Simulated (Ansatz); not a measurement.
# TaSi2P4 monolayer in a perpendicular field, part 2 of 2

Aim: how the TaSi2P4 monolayer screens a field along its normal, and what the field does to its bands. A positive field points along +c.

Ansatz 0.2.0; plane-wave DFT, PBE-D3(BJ), Ansatz PAW (set soft_1); PAW set soft_1.

So far. Step 2 (Relaxing the slab): The lattice constant a goes from 3.480 to 3.491 Å.

### 3. Single point, field 0

A sawtooth potential applies the field, turning back in the middle of the vacuum. With the dipole correction the typed value is the field outside the slab. The induced dipole is small, so the SCF threshold is tight.

The cell differs from the one that the last finished run ended in (c 48.446 → 27.453 Å).

Contents of input.yaml:

```yaml
crystal:
  lattice:
    - [3.4909597204, 0.0, 0.0]
    - [-1.7454798602, 3.0232598015, 0.0]
    - [0.0, 0.0, 27.4526647932]
  atoms:
    - { symbol: P, position: [0.0, 0.0, 0.3278370267] }
    - { symbol: Si, position: [0.3333333333, 0.6666666667, 0.3646513778] }
    - { symbol: P, position: [0.3333333333, 0.6666666667, 0.4461816984] }
    - { symbol: Ta, position: [0.0, 0.0, 0.5] }
    - { symbol: P, position: [0.3333333333, 0.6666666667, 0.5538183016] }
    - { symbol: Si, position: [0.3333333333, 0.6666666667, 0.6353486222] }
    - { symbol: P, position: [0.0, 0.0, 0.6721629733] }
kpoints:
  mp_grid: { grid: [18, 18, 1] }
  band_path:
    path: [[0, 0, 0], [0.5, 0, 0], [0.33333333, 0.33333333, 0], [0, 0, 0]]
    npoints: 16
hamiltonian:
  xc: pbe
  dispersion: d3bj
  pseudopotentials: { kind: paw, azcp: { folder: soft_1 } }
scf:
  occupations: { method: fermi_dirac, width: 0.02585 }
  convergence: { dr2_threshold: 1.0e-10 }
efield:
  axis: 3
  dipole_correction: true
  ramp_position: 0.97
  ramp_width: 0.06
  amplitude: 0
output:
  dos: { projected: true, e_range: [-6, 5] }
  write_potential: true
  write_density: true
  volumetric_format: npy
  elf: true
```

The run is started by

```console
> ansatz run input.yaml --threads 2 --pin off --max-ram 3072MiB --backend cpu --events-out ev --progress --plain --runs-dir out
```

Numbers of over 12 decimals in the logs are rounded to 6 here.

The log of the run:

```text
[...]
Crystal: 7 atoms, lattice volume = 289.738 Å³
Basis set: ecut = 420 eV, 5677 PW (Γ)
Bands: 28, of which v1, the nominal top of the filled ones, is band 21 counted from 1 (20 counted from 0)
Symmetry: 6 space group operations
k-points: 37 of 324 (time reversal used)
[...]
SCF iter   1: F=—  HF=-14233.307396 eV  |F-HF|=—  |Δ(HF+E_count)|=         —  Δρ=3.25e-2  dr2=4.26e0  ethr=3.10e-3  p=0.000 e·Å  D=1.06e-13 V/Å  ΔV_dip=-0.00 eV  dr2_dipole=6.14e-8  V_vac-E_F(+/−)=7.12/7.12 eV  ⟨swp⟩=12.4  Hψ=7776  notcnv=0
efield: sawtooth ramp at fractional position 0.9700 (set: `efield.ramp_position`, or a place that a band, a saddle search or an elastic batch's reference lends), width 0.0600; the density the first Hamiltonian is built on has a dipole p = 0.000 e·Å; the dipole correction subtracts the counter field D = 1.06e-13 V/Å, which shifts the + side's vacuum level by -0.00 eV against the − side's; the planar-averaged density in the ramp window peaks in size at 7.8e-7 e/Å³
[...]
SCF iter   2: F=—  HF=-14232.739062 eV  |F-HF|=—  |Δ(HF+E_count)|=   5.68e-1  Δρ=1.51e-2  dr2=2.62e0  ethr=3.10e-3  p=-0.000 e·Å  D=-2.78e-5 V/Å  ΔV_dip=0.00 eV  dr2_dipole=3.08e-7  V_vac-E_F(+/−)=3.96/3.96 eV  ⟨swp⟩=5.1  Hψ=2901  notcnv=0  defer=78
[...]
SCF iter  12: F=-14232.232641 eV  HF=-14232.232641 eV  |F-HF|=9.09e-11  |Δ(HF+E_count)|=  4.37e-10  Δρ=7.54e-8  dr2=3.32e-11  ethr=1.00e-12  p=-0.000 e·Å  D=-3.12e-7 V/Å  ΔV_dip=0.00 eV  dr2_dipole=4.67e-12  V_vac-E_F(+/−)=5.40/5.40 eV  ⟨swp⟩=14.0  Hψ=4592  notcnv=0
SCF 1 converged in 12 iterations: F = -14232.232641 eV  dr2 = 3.32e-11
[...]
NSCF: frozen V_eff on 49 k-points
efield: sawtooth ramp at fractional position 0.9700 (kept from the solve that this one continues, or follows in the run), width 0.0600; the density the first Hamiltonian is built on has a dipole p = -0.000 e·Å; the dipole correction subtracts the counter field D = -3.12e-7 V/Å, which shifts the + side's vacuum level by +0.00 eV against the − side's; the planar-averaged density in the ramp window peaks in size at 7.9e-7 e/Å³
WARN: The output density's exchange-correlation potential varies sharply where the density is thin. Do not read a vacuum level from v_tot or v_xc, or from such a field of the output density. On a cell that repeats whose density bears no net charge and no dipole along the vacuum's axis use v_es (v_loc + v_h of the components); under efield.dipole_correction with no amplitude use v_es + v_field, which holds any externa [...]
SCF converged after 12 iterations
Free energy (F): -14232.232641 eV
[...]
Internal energy: -14232.226892 eV  (E = F + TS)
E sigma→0 (E₀):  -14232.229767 eV
Entropy (-TS):   -0.005749 eV (-0.821 meV/atom)
Fermi energy:    0.827419 eV
Dipole field:    D = 0.000002 V/Å  (p = 0.000003 e·Å, saw-weighted, corrected)
Work function:   Φ+ = 5.3960 eV   Φ− = 5.3960 eV
Levels:          The Fermi level and band energies are counted from a zero that moves with the ramp; work functions are not
[...]
--- Band table (eV; the first three rows and the last of 37) ---
  k-point 0: bands = [... 17 lower, -0.1232, 0.4412, 0.4412, 1.1703, 3.7789, 3.7789, 3.8872, 3.8872, ... 3 higher]
  k-point 1: bands = [... 17 lower, -0.2052, 0.3740, 0.3865, 1.1922, 3.6889, 3.7638, 3.8913, 3.9595, ... 3 higher]
  k-point 2: bands = [... 17 lower, -0.3993, 0.1942, 0.2338, 1.1759, 3.4678, 3.4762, 4.0834, 4.1767, ... 3 higher]
  k-point 36: bands = [... 17 lower, -1.7890, -0.6915, 0.1033, 1.6787, 2.8173, 2.8338, 2.9168, 3.7522, ... 3 higher]
```

It took 21 s on 2 threads of Intel Xeon Platinum 8488C (Sapphire Rapids), shared host; peak memory 0.72 GiB; 41 s of CPU time.

The column dr2 measures how far the density is from self-consistency, as an energy; F and HF (Harris–Foulkes) agree once it is small.

Numbers from this step:

- energy at zero smearing: -14232.2298 eV
- work function, upper face: 5.396 eV
- dipole along the normal: 3.37e-6 e·Å

Running mean over a fixed 2.7 Å (it still follows the layers) of the planar mean; the ramp of the sawtooth is left out. Electron's electrostatic potential energy less the Fermi level against z:

```tsv
z (Å)	electron's electrostatic potential energy less the Fermi level (eV)
3.5	5.40
4.0	5.40
4.5	5.40
5.0	5.39
5.5	5.39
6.0	5.35
6.5	5.19
7.0	4.53
7.5	2.53
8.0	-0.309
8.5	-3.20
9.0	-5.48
9.5	-6.68
10.0	-6.06
10.5	-4.75
11.0	-3.98
11.5	-3.72
12.0	-4.16
12.5	-6.52
13.0	-8.58
13.5	-8.90
14.0	-8.90
14.5	-8.46
15.0	-6.27
15.5	-4.05
16.0	-3.73
16.5	-4.03
17.0	-4.84
17.5	-6.17
18.0	-6.65
18.5	-5.28
19.0	-2.96
19.5	-0.0238
20.0	2.77
20.5	4.63
21.0	5.22
21.5	5.35
22.0	5.39
22.5	5.39
23.0	5.40
23.5	5.40
24.0	5.40
```

The density of states has structure finer than the step of the table below, so its rows give means over 0.2 eV, whole bins alone (the curve runs from -6 to 1.99 eV). Peaks (eV: height): -5.12: 8.43, -4.92: 16.2, -4.24: 9.95, -3.66: 9.20, -2.14: 8.50, -1.56: 10.7, -1.42: 11.4.

Density of states against energy, zero at the Fermi level; means over each step:

energy (eV), density of states (states/eV a cell) and a bar:
```
     -5.8        0.4 #
     -5.6        0.4 #
     -5.4        0.6 ##
     -5.2        2.4 #########
     -5.0        7.2 ###########################
     -4.8        2.5 ##########
     -4.6        4.2 ################
     -4.4        2.6 ##########
     -4.2        6.1 #######################
     -4.0        3.0 ############
     -3.8        3.1 ############
     -3.6        3.8 ##############
     -3.4        2.8 ###########
     -3.2        3.7 ##############
     -3.0        4.4 ################
     -2.8        4.1 ################
     -2.6        4.5 #################
     -2.4        4.2 ################
     -2.2        5.7 ######################
     -2.0        5.9 ######################
     -1.8        4.6 #################
     -1.6        4.4 #################
     -1.4        7.9 ##############################
     -1.2        6.7 ##########################
     -1.0        4.1 ################
     -0.8        3.0 ###########
     -0.6        1.4 #####
     -0.4        1.3 #####
     -0.2        2.4 #########
      0.0        2.7 ##########
      0.2        1.8 #######
      0.4        1.0 ####
      0.6        0.5 ##
      0.8        0.2 #
      1.0        0.0 
      1.2        0.0 
      1.4        0.3 #
      1.6        1.2 #####
      1.8        2.2 #########
```

Projected DOS per atom over height of the atomic layer and energy from the Fermi level. Layers: P Si P Ta P Si P from below.

Values in states/eV, 22 rows by 7 columns, each cell a mean:
```
0.30 0.42 0.10 0.40 0.10 0.42 0.30
0.10 0.12 0.00 0.02 0.00 0.12 0.10
0.00 0.00 0.00 0.00 0.00 0.00 0.00
0.01 0.01 0.02 0.22 0.02 0.01 0.01
0.08 0.05 0.08 0.91 0.08 0.05 0.08
0.09 0.08 0.19 1.71 0.19 0.08 0.09
0.06 0.03 0.28 0.78 0.28 0.03 0.06
0.23 0.04 0.55 0.65 0.55 0.04 0.23
0.79 0.14 1.20 1.03 1.20 0.14 0.79
1.44 0.25 1.17 1.30 1.17 0.25 1.44
0.83 0.28 0.67 0.87 0.67 0.28 0.83
1.16 0.38 0.80 0.73 0.80 0.38 1.16
0.80 0.41 0.68 0.50 0.68 0.41 0.80
0.77 0.52 0.55 0.57 0.55 0.52 0.77
0.53 0.46 0.43 0.54 0.43 0.46 0.53
0.51 0.41 0.49 0.58 0.49 0.41 0.51
0.48 0.42 0.60 0.59 0.60 0.42 0.48
0.40 0.41 0.73 0.59 0.73 0.41 0.40
0.43 0.46 0.72 0.44 0.72 0.46 0.43
0.59 0.60 0.64 0.46 0.64 0.60 0.59
0.12 0.11 0.04 0.02 0.04 0.11 0.12
0.08 0.07 0.02 0.01 0.02 0.07 0.08
```
Columns: height of the atomic layer (Å) from 9 to 18.5 (not evenly spaced); rows upwards: energy from the Fermi level (eV) from -5.96 to 1.96.

Electronic bands along the path, in eV, zero at the Fermi level:

```tsv
point	band 17	band 18	band 19	band 20	band 21	band 22	band 23	band 24
Γ	-0.95	-0.95	-0.39	-0.39	0.34	2.95	2.95	3.06
halfway	-1.83	-1.27	-1.19	-1.11	-0.11	1.94	2.08	2.91
M	-1.88	-1.79	-1.56	-0.69	-0.32	1.41	1.49	2.38
halfway	-2.28	-1.99	-1.57	-1.02	0.20	2.14	2.47	2.82
K	-3.11	-2.62	-1.52	-0.72	0.85	1.99	2.01	2.09
halfway	-2.19	-1.41	-1.26	-1.11	-0.08	2.41	2.88	2.98
Γ	-0.95	-0.95	-0.39	-0.39	0.34	2.95	2.95	3.06
```

Valence density in the ca plane at fractional y = 0.667, with atoms of Si and P within 0.2 Å of it. It is the smooth field of the valence electrons, not physical close to the nuclei.

Ten even steps from '0' (0.00 e/Å³) to '9' (0.79 e/Å³), each cell a mean:
```
00000000000000000012344321001122345432211001
00000000000000000012344321000112355432110001
00000000000000000012344421111233344433321112
00000000000000000001245543234677533457753223
00000000000000000000134434568779743478777654
00000000000000000000133224799416743575159873
00000000000000000000134224689547743586369763
00000000000000000001235544446788633479875444
00000000000000000001345432112455433345532112
```
Columns run along c (16.0 Å, from fractional 0.05 to 0.64 of the cell), rows up along a (3.5 Å). Atoms in or near the plane, at fractional coordinates: Si at (0.36, 0.33), P at (0.45, 0.33), P at (0.55, 0.33), Si at (0.64, 0.33).

ELF in the ca plane at fractional y = 0.667, with atoms of Si and P within 0.2 Å of it. It is the smooth field of the valence electrons, not physical close to the nuclei.

Ten even steps from '0' (0.00) to '9' (0.92), each cell a mean:
```
00000135777776521123432111234311135677777531
00000146787666420012221121122210024667787631
00000024677787642235763111367532246777776420
00000001245788755678997323798876557887542100
00000000013565458985477425774589854565310000
00000000002333459981016424610289954333100000
00000000012443459982037425730389954344200000
00000000124677557887788424887788755776421000
00000013456788753457885212588754357887654210
```
Columns run along c (16.0 Å, from fractional 0.18 to 0.76 of the cell), rows up along a (3.5 Å). Atoms in or near the plane, at fractional coordinates: Si at (0.36, 0.33), P at (0.45, 0.33), P at (0.55, 0.33), Si at (0.64, 0.33).

Electrostatic potential energy in the ca plane at fractional y = 0.667, with atoms of Si and P within 0.2 Å of it. With pseudopotentials it is smooth inside the atoms' cores, unlike the true potential.

Values in eV, 5 rows by 16 columns, each cell a mean:
```
  6   6   6   1  -2   3   4   3  -7  -5   4   4   2  -3   2   6
  6   6   6   2  -3  -2   2  -1  -4  -3  -1   2  -2  -2   3   6
  6   6   6   3 -17 -24 -11 -35  -5 -10 -35  -8 -27 -11   4   6
  6   6   6   3 -21 -24 -17 -44  -7 -15 -44 -13 -25 -16   4   6
  6   6   6   3  -6 -10  -1 -11  -3  -3 -11   0 -12  -3   4   6
```
Columns run along c (16.0 Å, from fractional 0.18 to 0.76 of the cell; values clipped at the 3rd and 97th percentile), rows up along a (3.5 Å). Atoms in or near the plane, at fractional coordinates: Si at (0.36, 0.33), P at (0.45, 0.33), P at (0.55, 0.33), Si at (0.64, 0.33).

The work function of the upper face is 5.40 eV.

### 4. Single point, field 0.1 V/Å

input.yaml: that of step 3 with these lines changed.

```diff
@@ -28,7 +28,6 @@
   dipole_correction: true
-  ramp_position: 0.97
-  ramp_width: 0.06
-  amplitude: 0
+  ramp_position: 0.9552
+  ramp_width: 0.0896
+  amplitude: 0.1
 output:
-  dos: { projected: true, e_range: [-6, 5] }
   write_potential: true
@@ -36,2 +35 @@
   volumetric_format: npy
-  elf: true
```

The log of the run:

```text
[...]
Crystal: 7 atoms, lattice volume = 289.738 Å³
Basis set: ecut = 420 eV, 5677 PW (Γ)
Bands: 28, of which v1, the nominal top of the filled ones, is band 21 counted from 1 (20 counted from 0)
Symmetry: 6 space group operations
k-points: 37 of 324 (time reversal used)
[...]
k-point 0: bands = [... 17 lower, -0.1210, 0.4410, 0.4410, 1.1700, 3.7770, 3.7770, 3.8884, 3.8884, ... 3 higher]
  k-point 1: bands = [... 17 lower, -0.2031, 0.3738, 0.3862, 1.1920, 3.6855, 3.7661, 3.8887, 3.9614, ... 3 higher]
  k-point 2: bands = [... 17 lower, -0.3996, 0.1940, 0.2334, 1.1756, 3.4537, 3.4892, 4.0818, 4.1775, ... 3 higher]
  k-point 36: bands = [... 17 lower, -1.7896, -0.6921, 0.1035, 1.6783, 2.8167, 2.8334, 2.9162, 3.7521, ... 3 higher]
[key lines of the parts left out:]
SCF converged after 12 iterations
Free energy (F): -14232.235974 eV
Fermi energy:    0.827113 eV
Dipole field:    D = 0.041636 V/Å  (p = 0.066666 e·Å, saw-weighted, corrected)
```

Run time: 20 s. Hardware: 2 threads; peak memory 0.69 GiB; 40 s of CPU time.

The dipole is 0.0667 e·Å.

### 5. Atoms held, field -0.1 V/Å

input.yaml: that of step 4 with these lines changed.

```diff
@@ -30,3 +30,3 @@
   ramp_width: 0.0896
-  amplitude: 0.1
+  amplitude: -0.1
 output:
```

The log of the run:

```text
[...]
Crystal: 7 atoms, lattice volume = 289.738 Å³
Basis set: ecut = 420 eV, 5677 PW (Γ)
Bands: 28, of which v1, the nominal top of the filled ones, is band 21 counted from 1 (20 counted from 0)
Symmetry: 6 space group operations
k-points: 37 of 324 (time reversal used)
[...]
k-point 0: bands = [... 17 lower, -0.1210, 0.4410, 0.4410, 1.1700, 3.7770, 3.7770, 3.8884, 3.8884, ... 3 higher]
  k-point 1: bands = [... 17 lower, -0.2031, 0.3738, 0.3862, 1.1920, 3.6855, 3.7661, 3.8887, 3.9614, ... 3 higher]
  k-point 2: bands = [... 17 lower, -0.3996, 0.1940, 0.2334, 1.1756, 3.4537, 3.4892, 4.0818, 4.1775, ... 3 higher]
  k-point 36: bands = [... 17 lower, -1.7896, -0.6921, 0.1035, 1.6783, 2.8167, 2.8334, 2.9162, 3.7521, ... 3 higher]
[key lines of the parts left out:]
SCF converged after 12 iterations
Free energy (F): -14232.235974 eV
Fermi energy:    0.827113 eV
Dipole field:    D = -0.041636 V/Å  (p = -0.066667 e·Å, saw-weighted, corrected)
```

It took 21 s on 2 threads; peak memory 0.68 GiB.

The dipole is -0.0667 e·Å.

### 6. Response, atoms held

This step: plane-wave DFT, PBE-D3(BJ), Ansatz PAW (set soft_1); response to a field along the normal, atoms held; PAW set soft_1 (Ansatz 0.2.0).

The dipoles give the slope, and the difference of two potentials shows where the field is screened.

This step gave:

* equivalent conductor thickness p/(ε₀AE): 11.43 Å
* distance between the outer atoms: 9.453 Å

The dipole of the cell by applied field:

```tsv
applied field (V/Å)	dipole of the cell (e·Å)
-0.1000	-0.0667
0.0000	3.4e-6
0.1000	0.0667
```

Local field over the applied field, running mean. From the potentials at -0.1 and 0.1 V/Å; running mean over 2.5 Å. Table of local field over applied field by z:

z (Å), local field over applied field and a bar:
```
        5      0.995 ##############################
        6      0.961 #############################
        7      0.782 #######################
        8      0.435 #############
        9      0.126 ###
       10      0.064 #
       11      0.074 ##
       12      0.044 #
       13      0.029 
       14      0.020 
       15      0.033 
       16      0.070 ##
       17      0.065 #
       18      0.073 ##
       19      0.276 ########
       20      0.631 ###################
       21      0.908 ###########################
       22      0.987 ##############################
       23      0.999 ##############################
```

The induced electron density oscillates, so the rows of the table below give means over windows of 0.5 Å about each position, cut where the curve ends. Its maxima inside the range that stand out by 2 % of the span (Å: e/Å³ per V/Å): 8.01: 0.00370, 9.29: 8.5e-4, 11.01: 6.8e-4, 12.30: 7.2e-4, 14.30: 8.2e-4, 15.73: -9.4e-5, 17.30: 0.00148, 18.59: -3.9e-4. Its minima: 8.86: 3.9e-4, 10.15: -0.00148, 11.72: 9.4e-5, 13.15: -8.2e-4, 15.16: -7.2e-4, 16.44: -6.8e-4, 18.16: -8.5e-4, 19.45: -0.00370.

Electrons, planar mean, per unit field. Table of induced electron density by z; means over each step:

z (Å), induced electron density (e/Å³ per V/Å) and a bar from the least value:
```
      4.5    0.00001 ###############
      5.0    0.00002 ###############
      5.5    0.00006 ###############
      6.0    0.00019 ################
      6.5    0.00053 #################
      7.0    0.00132 #####################
      7.5    0.00270 ###########################
      8.0    0.00351 ##############################
      8.5    0.00180 #######################
      9.0    0.00055 #################
      9.5    0.00051 #################
     10.0   -0.00107 ##########
     10.5   -0.00059 #############
     11.0    0.00057 #################
     11.5    0.00029 ################
     12.0    0.00040 #################
     12.5    0.00046 #################
     13.0   -0.00054 #############
     13.5   -0.00041 #############
     14.0    0.00048 #################
     14.5    0.00046 #################
     15.0   -0.00052 #############
     15.5   -0.00035 ##############
     16.0   -0.00034 ##############
     16.5   -0.00053 #############
     17.0    0.00075 ##################
     17.5    0.00095 ###################
     18.0   -0.00060 ############
     18.5   -0.00055 #############
     19.0   -0.00204 ######
     19.5   -0.00353 
     20.0   -0.00255 ####
     20.5   -0.00123 ##########
     21.0   -0.00048 #############
     21.5   -0.00018 ##############
     22.0   -0.00006 ###############
     22.5   -0.00002 ###############
     23.0   -0.00001 ###############
```

By hand: between -0.1 and 0.1 V/Å the dipole changes by 0.1333 e·Å, a slope of 0.6667 e·Å²/V. A perfect conductor of thickness t has p = ε₀AEt, so t = 180.95 × 0.6667 / 10.554 = 11.43 Å (e/ε₀ = 180.95 V·Å, A in Å²).

The induced dipole is that of a conductor 11.43 Å thick.

### 7. Outcome

```json
{"gap without field": "none", "work function, upper face": "5.40 eV", "equivalent conductor thickness, atoms held": "11.4 Å"}
```

**Reading.** The induced dipole equals that of a perfect conductor 11.43 Å thick, while the outer atoms lie 9.45 Å apart. There is no gap over 0.03 eV, with or without the field. The first relaxation ran with spin and lost its moment, and the later runs have none; other magnetic states were not tried. Spin-orbit coupling is left out, which matters for the bands of elements this heavy. The outer anions sit over the metal atoms, one of several polytypes of such layers and not the lowest for every compound.

[Logs are printed without paths, hosts, clocks, repeated set-up lines and the standing remarks that a program may print on its own settings, such as how far it seeks lower states.]

[Hosts, paths, dates, database ids (printed as entryN), source tags and the programs' standing remarks are cut or masked in the printed files.]

[Maps of the electrostatic potential energy from Ansatz leave out the sawtooth potential of an applied field or a dipole correction, so their vacuum need not be flat; planar profiles and work functions include it.]

[The density of states shown here was stored with 400 of the rows of the run's finer table, so its peaks can read low, often by over a quarter, or be missed, and its means over a window can be off by a tenth or more.]
